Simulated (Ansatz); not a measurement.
## A series in volume scale on Te

All results are calculated (Ansatz 0.2.0). Periodic Kohn-Sham DFT of a crystal at fixed atoms, scaled to volume_scale times the given cell; pressure positive in compression, energy less spherical unpolarised free atoms, largest_vzz the field gradient of largest size among the nuclei.

The cell before it is scaled or strained (space group C2/m, No. 12):
```
CELL_PARAMETERS angstrom
4.23410 -2.37120 0.00000
4.23410 2.37120 0.00000
-0.13040 0.00000 3.95740
ATOMIC_POSITIONS crystal
Te 0.67600 0.67600 0.67500
Te 0.32400 0.32400 0.32500
Te 0.00000 0.00000 0.00000
```

Settings of every row: method frozen-core PAW; functional LDA; relativity scalar; k mesh 8x8x8; filling fermi-dirac; smearing width 0.05 eV; wave cutoff 420 eV; paw set soft_2.

Atom start moment: 0 on all atoms.

Limits: PAW files made with PBE; field gradient without spin-orbit coupling on heavy atoms; no gap: field gradients move with the k mesh; no spin-orbit coupling on heavy atoms.

| row | volume scale | V (Å³/atom) | pressure (GPa) | largest V_zz (1e21 V/m^2) |
| --- | --- | --- | --- | --- |
| 1 | 0.94 | 24.899 | ? | ? |
| 2 | 0.98 | 25.958 | 6.515 | -32.13 |
| 3 | 0.99 | 26.223 | 5.59 | -32.193 |
| 4 | 1 | 26.488 | 4.713 | -32.254 |
| 5 | 1.01 | 26.753 | 3.88 | -32.311 |
| 6 | 1.02 | 27.018 | 3.091 | -32.364 |
| 7 | 1.04 | 27.547 | 1.631 | -32.467 |
| 8 | 1.06 | 28.076 | 0.318 | -32.572 |

Question: what pressure should row 1 give?

Worked fit of pressure. Take u = (V_r/V)^(2/3) − 1 with V_r = 26.753 Å³ an atom, which is twice the finite (Eulerian) strain; such expansions in the strain, on which the Birch-Murnaghan equation of state is built, carry the rest volume and the bulk modulus. The shown rows have u = 0.02031, 0.01343, 0.00666, 0, -0.00655, -0.01931, -0.03167. Least squares give pressure = 3.8807 + 122.93 × u + 330.24 × u² GPa; a straight line predicts inner rows, each left out in turn, worse (root mean square 0.079 against 0.0015 GPa). The rows lie off it by 0.001, -0.001, -0.001, -0.001, 0.001, 0.001, -0.001. The withheld row has u = 0.04904, so the fit gives 3.8807 + 122.93 × (0.04904) + 330.24 × (0.04904)² = 10.703 GPa.

The calculation gave 10.739 GPa. The fit lies 0.036 GPa (0.35 % of the column's range) below it; its largest miss of a shown row is 0.001 GPa. This row lies beyond the range of the fit.

The other values of row 1: largest V_zz -31.842 1e21 V/m^2.
